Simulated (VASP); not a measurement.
# H: equation of state with PBE

Crystal: H.

```
H
1.0
    -1.69153    1.69153    2.05847
     1.69153   -1.69153    2.05847
     1.69153    1.69153   -2.05847
H
2
Direct
  0.09014 0.09014 0.00000
  0.90986 0.90986 0.00000
```

```yaml
Program: VASP 6.6.1
Task: equation of state
Functional: PBE
Potentials_or_basis: VASP PAW PBE potentials, release 64 (H)
Cutoff: 520 eV
k_mesh: 11 × 11 × 11
Occupations: fermi-dirac, width 0.05 eV
Spin: no spin polarisation
```

* Equilibrium volume: 12.41 Å³/atom
* Bulk modulus at fixed shape and positions: 14.8 GPa
* Pressure derivative of the bulk modulus: 2.9

Energy against volume, from the lowest point:
```tsv
volume (Å³/atom)	energy (meV/atom)
11.073	7.66
11.309	5.05
11.544	3.02
11.780	1.55
12.015	0.57
12.251	0.07
12.487	0.00
```

All runs of the series together: 85 s on 1 thread of Intel(R) Xeon(R) Platinum 8488C (Sapphire Rapids), with other jobs on the host.

Caveat: the cell was scaled at fixed shape and fractional positions, which overstates the stiffness of a crystal with free parameters, most of all of layers and chains.
